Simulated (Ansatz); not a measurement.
Bulk crystal (BaTe) after relaxation:

```xyz
2
Lattice="0.0000 3.4714 3.4714 3.4714 0.0000 3.4714 3.4714 3.4714 0.0000" Properties=species:S:1:pos:R:3 pbc="T T T"
Ba    0.0000    0.0000    0.0000
Te    3.4714    3.4714    3.4714
```

Miller indices refer to the conventional cell of Fm-3m (No. 225), a = 6.943 Å, b = 6.943 Å, c = 6.943 Å, α = 90.00°, β = 90.00°, γ = 90.00°. The bulk's gap is 1.46 eV.

The (100) slab of 4 planes, 10.4 Å thick with 15 Å of vacuum as cut; outer planes BaTe (top) and BaTe (bottom).

Computed with DFT PBEsol, scalar-relativistic, plane waves, PAW (Ansatz 0.2.0). Plane waves to 420 eV, a k mesh through Γ of 6×6×1 on the computed 8-atom cell and Gaussian smearing (0.05 eV); no spin polarisation. The cell repeats along c with a dipole correction in the vacuum.

Results for the relaxed slab:

```yaml
Surface_energy_mean_of_both_faces: 0.29 J/m²
Gap_of_the_slab_on_the_mesh: 1.50 eV
Bulk_valence_band_top_under_the_vacuum_level: 4.33 eV
Bulk_conduction_band_bottom_under_the_vacuum_level: 2.87 eV
```

Relaxation lowers the energy by 0.006 J/m² a face; the largest move is 0.080 Å.

```json
{"plane (bottom to top)": "1", "atoms": "BaTe", "spacing to next, bulk (Å)": "3.471", "relaxed (Å)": "3.431", "change (%)": "-1.2", "rumpling (Å)": "0.085"}
{"plane (bottom to top)": "2", "atoms": "BaTe", "spacing to next, bulk (Å)": "3.471", "relaxed (Å)": "3.478", "change (%)": "+0.2", "rumpling (Å)": "0.025"}
{"plane (bottom to top)": "3", "atoms": "BaTe", "spacing to next, bulk (Å)": "3.471", "relaxed (Å)": "3.431", "change (%)": "-1.2", "rumpling (Å)": "0.025"}
{"plane (bottom to top)": "4", "atoms": "BaTe", "spacing to next, bulk (Å)": "", "relaxed (Å)": "", "change (%)": "", "rumpling (Å)": "0.085"}
```

Spin-orbit coupling is left out, which matters for the bands of heavy elements.